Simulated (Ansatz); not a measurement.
# Sn (Im-3m) in Ansatz: reference runs

Reference runs on Sn: the cell as given and a disturbed copy.

Program: Ansatz 0.2.0. These are calculated values, not measurements. Logs are shortened: lines on timing, memory, paths and dates and some standing lists are left out, and cuts for length are marked.

### Step 1. Starting point

The structure is cubic, space group Im-3m (No. 229). The conventional cell has a = 3.789 Å, b = 3.789 Å, c = 3.789 Å, α = 90.00°, β = 90.00°, γ = 90.00°. Sn (site symmetry m-3m) is surrounded by 8 Sn at 3.28 Å.

This isn't the form of Sn at room conditions, which is tetragonal (white tin).

### Step 2. Single point, PBEsol

input.yaml reads:

```yaml
crystal:
  lattice:
    - [-1.8946518192, 1.8946518192, 1.8946518192]
    - [1.8946518192, -1.8946518192, 1.8946518192]
    - [1.8946518192, 1.8946518192, -1.8946518192]
  atoms:
    - { symbol: Sn, position: [0.0, 0.0, 0.0] }
hamiltonian:
  xc: pbesol
  pseudopotentials: { kind: paw }
kpoints:
  mp_grid: { grid: [10, 10, 10] }
scf:
  occupations: { method: fermi_dirac, width: 0.05 }
output:
  forces: true
  stress: true
  eigenvalues: true
```

Potentials or basis: Ansatz PAW.

On the command line:

```
$ ansatz run input.yaml --threads 2 --pin off --max-ram 5632MiB --backend cpu --events-out ev --progress --plain --runs-dir out
```

Output:

```text
Warning: RAYON_NUM_THREADS=2 ignored (pool sized by the plan → 2); use --threads N
Engine: ansatz 0.2.0, aarch64-unknown-linux-gnu
Pseudopotentials: kind: paw
Pseudopotential: Sn, paw, valence charge 14, recommended cutoff 420 eV (normal), Sn.paw.azcp
Functional definition: PBEsol
  exchange = pbesol_x
  correlation = pbesol_c
Crystal: 1 atoms, lattice volume = 27.205 Å³
Basis set: ecut = 420 eV, 555 PW (Γ), exchange–correlation on 48×48×48 points (8 copies of the dense FFT grid, shifted against one another)
Bands: 11, of which v1, the nominal top of the filled ones, is band 7 counted from 1 (6 counted from 0)
Symmetry: 48 space group operations
Space group: Im-3m (ITA 229), of the structure as read, at distance tolerance 3.0e-5 Å
k-points: 47 of 1000
Non-local potential: Sn, projectors of the file, l = 0: 2, l = 1: 2, l = 2: 2, l = 3: 2
PAW form: soft (Blöchl's): semilocal exchange-correlation on the pseudo side does not see the compensation charge
PAW frozen core: Sn, regenerated for the run's functional, and the local potential with it (the file was generated under x = pbe(κ = 0.804, μ = 0.2195149727645171), c = pbe(β = 0.06672455060314922))
PAW one-centre angular grid: Sn, 590 points (default); XC on 64 Gauss nodes
Initial density: superposition of atomic densities (neutral atoms: chi_scale 0, normalization atom), corrected by the library's trained network
Initial wavefunctions: pseudopotential atomic-orbital guess
Functional: x = pbesol(κ = 0.804, μ = 0.12345679012345678), c = pbesol(β = 0.046)
SCF iter   1: F=—  HF=-5949.734743 eV  |F-HF|=—  |Δ(HF+E_count)|=         —  Δρ=2.36e-3  dr2=9.49e-4  ethr=1.77e-3  ⟨swp⟩=5.7  Hψ=3046  notcnv=0
preconditioner: auto → Kerker (q_TF=auto, 2.442 Å⁻¹)  [metal: Δε(μ)=0.088 eV  Ē_g=23.115 eV  σ=0.050 eV  W_gap=0.37  n_scr=12 (ndim 8)  ℏωp=26.6 eV  f_vac=0.000  D(μ)=0.89/eV (n_scr^D=12)]
SCF iter   2: F=—  HF=-5949.733542 eV  |F-HF|=—  |Δ(HF+E_count)|=   1.20e-3  Δρ=1.28e-3  dr2=3.14e-4  ethr=6.78e-6  ⟨swp⟩=1.9  Hψ=956  notcnv=0
SCF iter   3: F=—  HF=-5949.733415 eV  |F-HF|=—  |Δ(HF+E_count)|=   1.27e-4  Δρ=3.78e-4  dr2=2.03e-5  ethr=2.24e-6  ⟨swp⟩=2.0  Hψ=839  notcnv=0  defer=1
SCF iter   4: F=—  HF=-5949.733388 eV  |F-HF|=—  |Δ(HF+E_count)|=   2.68e-5  Δρ=1.37e-4  dr2=5.17e-6  ethr=1.45e-7  ⟨swp⟩=2.0  Hψ=839  notcnv=0
SCF iter   5: F=—  HF=-5949.733387 eV  |F-HF|=—  |Δ(HF+E_count)|=   1.13e-6  Δρ=1.02e-4  dr2=2.68e-6  ethr=3.69e-8  ⟨swp⟩=1.0  Hψ=507  notcnv=0
SCF iter   6: F=—  HF=-5949.733385 eV  |F-HF|=—  |Δ(HF+E_count)|=   1.69e-6  Δρ=2.99e-5  dr2=2.16e-7  ethr=1.92e-8  ⟨swp⟩=2.1  Hψ=827  notcnv=0
SCF iter   7: F=-5949.733385 eV  HF=-5949.733385 eV  |F-HF|=8.58e-9  |Δ(HF+E_count)|=   1.53e-7  Δρ=4.98e-6  dr2=5.69e-9  ethr=7.14e-10  ⟨swp⟩=5.9  Hψ=2391  notcnv=0
SCF 1 converged in 7 iterations: F = -5949.733385 eV  dr2 = 5.69e-9
SCF converged after 7 iterations
Free energy (F): -5949.733385 eV
Harris-Foulkes:  -5949.733385 eV  (|F-HF|=8.58e-9)
Internal energy: -5949.726063 eV  (E = F + TS)
E sigma→0 (E₀):  -5949.729724 eV
Entropy (-TS):   -0.007322 eV (-7.322 meV/atom)
Fermi energy:    10.648278 eV
--- Per-component energies (eV) ---
  E_band       = -82.544927
  E_kinetic    = 186.279124
  E_local      = -825.435998  (includes V_loc(G=0)·N_el)
  E_nonlocal   = -30.880640
  E_hartree    = 518.461165
  E_xc         = -379.552406
  E_vxc        = -97.154815  (∫ρ·V_xc dr)
  E_paw        = -4063.604161  (= ΣΔE_a)
  E_vpaw       = -352.278392  (= ΣTr[D̂ρ^β])
  E_aug_tail   = -0.000000  (compensation charges beyond the density's cutoff)
  E_ewald      = -1355.277987
  E_core_change = 0.284840  (= ΣΔE_core)
  E_smearing   = -0.007322  (= −TS)
  E_closure    = -0.000000  (closes the sum)
  Σ components = -5949.733385   (vs F -5949.733385, Δ=0.00e0)
--- Forces (eV/Å), atoms counted from 1 ---
  atom   1  Sn     0.00000000    -0.00000000    -0.00000000
  max |Σ_I F_I| component: 2.71e-31 eV/Å
--- Stress (GPa, compression-positive) ---
       -2.176742      -0.000000      -0.000000
       -0.000000      -2.176742       0.000000
       -0.000000      -0.000000      -2.176742
  P = ⅓ Tr σ = -2.1767 GPa (-21.767 kbar)
--- Band table (eV; the first three rows and the last of 47) ---
  k-point 0: bands = ["-10.7933", "-10.7933", "-10.7933", "-10.6540", "-10.6540", "-0.4080", "18.6258", "18.6258", "18.6258", "22.7863", "22.7863"]
  k-point 1: bands = ["-10.7977", "-10.7869", "-10.7725", "-10.6589", "-10.6546", "-0.1900", "16.8969", "17.8411", "18.3399", "21.2074", "21.5432"]
  k-point 2: bands = ["-10.8092", "-10.7735", "-10.7174", "-10.6690", "-10.6561", "0.4646", "13.7589", "16.4767", "17.6151", "20.0257", "20.3927"]
  k-point 46: bands = ["-10.8135", "-10.8135", "-10.5906", "-10.5906", "-10.5906", "8.1799", "10.2049", "10.2049", "10.2049", "14.5181", "14.5181"]
```

Wall time 0.73 s (2 threads of Arm Neoverse V1, shared host); peak memory 0.27 GiB.

Results:

```yaml
Free_energy: -5949.7334 eV
Pressure: -2.2 GPa
Band_gap_on_the_k_mesh: none (metal or under the smearing width)
```

Caveat: the PAW data sets come from PBE, with cores solved anew for the run's functional, which leaves a small shift of forces and pressure.

### Step 3. Single point, PBEsol (cell strained at random at fixed volume)

input.yaml reads:

```yaml
crystal:
  lattice:
    - [-1.87793, 1.898398, 1.910248]
    - [1.894618, -1.869807, 1.898345]
    - [1.887405, 1.879282, -1.881657]
  atoms:
    - { symbol: Sn, position: [0.0096, 0.006309, -0.003259] }
hamiltonian:
  xc: pbesol
  pseudopotentials: { kind: paw }
kpoints:
  mp_grid: { grid: [10, 10, 10] }
scf:
  occupations: { method: fermi_dirac, width: 0.05 }
output:
  forces: true
  stress: true
  eigenvalues: true
```

Potentials or basis: Ansatz PAW.

On the command line:

```
$ ansatz run input.yaml --threads 2 --pin off --max-ram 5632MiB --backend cpu --events-out ev --progress --plain --runs-dir out
```

Output:

```text
Warning: RAYON_NUM_THREADS=2 ignored (pool sized by the plan → 2); use --threads N
[... 6 set-up lines as earlier in the session ...]
Crystal: 1 atoms, lattice volume = 27.205 Å³
Basis set: ecut = 420 eV, 545 PW (Γ), exchange–correlation on 48×48×48 points (8 copies of the dense FFT grid, shifted against one another)
Bands: 11, of which v1, the nominal top of the filled ones, is band 7 counted from 1 (6 counted from 0)
Symmetry: 2 space group operations
Space group: P-1 (ITA 2), of the structure as read, at distance tolerance 3.0e-5 Å
k-points: 504 of 1000
[... 7 set-up lines as earlier in the session ...]
SCF iter   1: F=—  HF=-5949.735361 eV  |F-HF|=—  |Δ(HF+E_count)|=         —  Δρ=2.36e-3  dr2=9.55e-4  ethr=1.77e-3  ⟨swp⟩=5.7  Hψ=32773  notcnv=0
preconditioner: auto → Kerker (q_TF=auto, 2.442 Å⁻¹)  [metal: Δε(μ)=0.011 eV  Ē_g=23.104 eV  σ=0.050 eV  W_gap=0.06  n_scr=12 (ndim 8)  ℏωp=26.6 eV  f_vac=0.000  D(μ)=0.87/eV (n_scr^D=12)]
SCF iter   2: F=—  HF=-5949.734161 eV  |F-HF|=—  |Δ(HF+E_count)|=   1.20e-3  Δρ=1.28e-3  dr2=3.17e-4  ethr=6.82e-6  ⟨swp⟩=1.9  Hψ=10193  notcnv=0
SCF iter   3: F=—  HF=-5949.734032 eV  |F-HF|=—  |Δ(HF+E_count)|=   1.29e-4  Δρ=3.81e-4  dr2=2.06e-5  ethr=2.26e-6  ⟨swp⟩=2.0  Hψ=9005  notcnv=0
SCF iter   4: F=—  HF=-5949.734006 eV  |F-HF|=—  |Δ(HF+E_count)|=   2.57e-5  Δρ=1.50e-4  dr2=6.03e-6  ethr=1.47e-7  ⟨swp⟩=2.0  Hψ=9014  notcnv=0
SCF iter   5: F=—  HF=-5949.734005 eV  |F-HF|=—  |Δ(HF+E_count)|=   1.48e-6  Δρ=1.11e-4  dr2=3.08e-6  ethr=4.31e-8  ⟨swp⟩=1.0  Hψ=5464  notcnv=0
SCF iter   6: F=—  HF=-5949.734003 eV  |F-HF|=—  |Δ(HF+E_count)|=   1.95e-6  Δρ=3.27e-5  dr2=2.53e-7  ethr=2.20e-8  ⟨swp⟩=2.1  Hψ=8940  notcnv=0
SCF iter   7: F=-5949.734003 eV  HF=-5949.734003 eV  |F-HF|=1.00e-8  |Δ(HF+E_count)|=   1.79e-7  Δρ=5.48e-6  dr2=6.63e-9  ethr=7.14e-10  ⟨swp⟩=5.9  Hψ=25910  notcnv=0
SCF 1 converged in 7 iterations: F = -5949.734003 eV  dr2 = 6.63e-9
SCF converged after 7 iterations
Free energy (F): -5949.734003 eV
Harris-Foulkes:  -5949.734003 eV  (|F-HF|=1.00e-8)
Internal energy: -5949.726870 eV  (E = F + TS)
E sigma→0 (E₀):  -5949.730436 eV
Entropy (-TS):   -0.007133 eV (-7.133 meV/atom)
Fermi energy:    10.640830 eV
--- Per-component energies (eV) ---
  E_band       = -82.551404
  E_kinetic    = 186.280060
  E_local      = -825.524292  (includes V_loc(G=0)·N_el)
  E_nonlocal   = -30.880697
  E_hartree    = 518.502084
  E_xc         = -379.553354
  E_vxc        = -97.156048  (∫ρ·V_xc dr)
  E_paw        = -4063.604131  (= ΣΔE_a)
  E_vpaw       = -352.278322  (= ΣTr[D̂ρ^β])
  E_aug_tail   = -0.000000  (compensation charges beyond the density's cutoff)
  E_ewald      = -1355.231380
  E_core_change = 0.284840  (= ΣΔE_core)
  E_smearing   = -0.007133  (= −TS)
  E_closure    = -0.000000  (closes the sum)
  Σ components = -5949.734003   (vs F -5949.734003, Δ=0.00e0)
--- Forces (eV/Å), atoms counted from 1 ---
  atom   1  Sn     0.00000000     0.00000000     0.00000000
  max |Σ_I F_I| component: 0.00e0 eV/Å
--- Stress (GPa, compression-positive) ---
       -2.315607       0.168377       0.178846
        0.168377      -2.372173       0.176962
        0.178846       0.176962      -1.826102
  P = ⅓ Tr σ = -2.1713 GPa (-21.713 kbar)
--- Band table (eV; the first three rows and the last of 504) ---
  k-point 0: bands = ["-10.8020", "-10.7963", "-10.7831", "-10.6563", "-10.6520", "-0.4086", "18.4350", "18.6652", "18.7581", "22.6774", "22.7997"]
  k-point 1: bands = ["-10.8017", "-10.7896", "-10.7680", "-10.6568", "-10.6565", "-0.1907", "16.8742", "17.8034", "18.3555", "21.1983", "21.4917"]
  k-point 2: bands = ["-10.8128", "-10.7746", "-10.7163", "-10.6662", "-10.6574", "0.4638", "13.7513", "16.4407", "17.5818", "19.9977", "20.3471"]
  k-point 503: bands = ["-10.8153", "-10.8125", "-10.5995", "-10.5884", "-10.5847", "8.1800", "10.0792", "10.2271", "10.3115", "14.4866", "14.5542"]
```

It took 4.8 s on 2 threads of Arm Neoverse V1, shared host; peak memory 0.41 GiB.

Results:

```yaml
Free_energy: -5949.7340 eV
Pressure: -2.2 GPa
Band_gap_on_the_k_mesh: none (metal or under the smearing width)
```

Stress tensor (GPa, compression positive):
```
-2.32  0.17  0.18
 0.17 -2.37  0.18
 0.18  0.18 -1.83
```

Levels at points of the mesh, in eV from the Fermi level:
| k point | band 5 | band 6 | band 7 | band 8 | band 9 | band 10 |
| --- | --- | --- | --- | --- | --- | --- |
| (0.00, 0.00, 0.00) | -21.29 | -11.05 | 7.79 | 8.02 | 8.12 | 12.04 |
| (0.00, 0.00, -0.50) | -21.21 | -6.39 | -4.38 | 3.62 | 5.40 | 7.93 |
| (0.00, -0.50, 0.00) | -21.21 | -6.47 | -4.41 | 3.74 | 5.56 | 8.06 |
| (0.00, -0.50, -0.50) | -21.21 | -6.28 | -4.35 | 3.54 | 5.46 | 7.86 |
| (-0.50, 0.00, 0.00) | -21.22 | -6.51 | -4.42 | 3.78 | 5.55 | 8.12 |
| (-0.50, 0.00, -0.50) | -21.21 | -6.33 | -4.37 | 3.59 | 5.52 | 7.87 |
| (-0.50, -0.50, 0.00) | -21.21 | -6.31 | -4.35 | 3.51 | 5.40 | 7.74 |
| (-0.50, -0.50, -0.50) | -21.23 | -2.46 | -0.56 | -0.41 | -0.33 | 3.85 |

Caveat: the PAW data sets come from PBE, with cores solved anew for the run's functional, which leaves a small shift of forces and pressure.
